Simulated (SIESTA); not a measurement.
Runs of SIESTA 5.4.2 on Mo. It takes space group Im-3m (No. 229, cubic). Conventional cell: a = 3.168 Å, b = 3.168 Å, c = 3.168 Å, α = 90.00°, β = 90.00°, γ = 90.00°. Mo (site symmetry m-3m) is surrounded by 8 Mo at 2.74 Å. 

| task | level | potentials or basis | spin | cell | k mesh | optimiser | force tolerance | energy shift | gap on the mesh (eV) | pressure (GPa) | V0 of scaled cells (Å³/atom) | relaxed volume (Å³/atom) | B0 (GPa) |
| --- | --- | --- | --- | --- | --- | --- | --- | --- | --- | --- | --- | --- | --- |
| relaxation of cell and atoms | BLYP | PseudoDojo 0.4 standard (PBE files), DZP (energy shift 0.003 Ry; two zetas on semicore shells) | off | relaxed | 12 × 12 × 12 | CG | 0.01 eV/Å | 0.003 Ry | none | -0.1 | - | 16.59 | - |
| equation of state | PBE | PseudoDojo 0.4 standard (PBE files), TZDP (energy shift 0.003 Ry; two zetas on semicore shells) | off | as given | 12 × 12 × 12 | - | - | 0.003 Ry | - | - | 15.91 | - | 259 |
| band structure | PBE | PseudoDojo 0.4 standard (PBE files), DZ (energy shift 0.003 Ry; two zetas on semicore shells) | off | as given | 12 × 12 × 12 | - | - | 0.003 Ry | none | -0.1 | - | - | - |
| equation of state | LDA | PseudoDojo 0.4 standard (LDA files), DZP (energy shift 0.003 Ry; two zetas on semicore shells) | off | as given | 12 × 12 × 12 | - | - | 0.003 Ry | - | - | 15.26 | - | (c) |
| equation of state | PBE | PseudoDojo 0.4 standard (PBE files), TZDP (energy shift 0.01 Ry) | off | as given | 12 × 12 × 12 | - | - | 0.01 Ry | - | - | 15.67 | - | (b) |
| equation of state | PBEsol | PseudoDojo 0.4 standard (PBEsol files), DZP (energy shift 0.003 Ry; two zetas on semicore shells) | off | as given | 12 × 12 × 12 | - | - | 0.003 Ry | - | - | (a) | - | 286 |
| band structure | PBE | PseudoDojo 0.4 standard (PBE files, fully relativistic), TZP (energy shift 0.003 Ry; two zetas on semicore shells) | non-collinear, zero start, SOC | as given | 9 × 9 × 9 | - | - | 0.003 Ry | none | -0.2 | - | - | - |
| relaxation of cell and atoms | vdW-DF-cx | PseudoDojo 0.4 standard (PBE files), DZP (energy shift 0.003 Ry; two zetas on semicore shells) | off | relaxed | 12 × 12 × 12 | Broyden | 0.02 eV/Å | 0.003 Ry | none | 0.0 | - | 15.57 | - |
| band structure | PBE | PseudoDojo 0.4 standard (PBE files), TZP (energy shift 0.003 Ry; two zetas on semicore shells) | off | as given | 12 × 12 × 12 | - | - | 0.003 Ry | none | 0.0 | - | - | - |

Alike in all rows: smearing fermi-dirac 0.05 eV; grid cutoff 800 Ry.

**Question.** Estimate the missing entries.

**Answer.** (a) 15.51; (b) 278; (c) 298.

Caveats: the basis of atomic orbitals isn't converged, which shifts pressures, moduli and gaps; the potentials were made for another functional, which shifts forces and pressure (some runs); the basis has no polarisation orbitals (some runs); semicore shells carry a single zeta, which can move pressures by several GPa and volumes by a few percent (some runs).

A k mesh can miss the band edges, and rows without SOC leave out spin-orbit coupling on Mo.

A gap of «none» marks a metal or a gap under the smearing width.
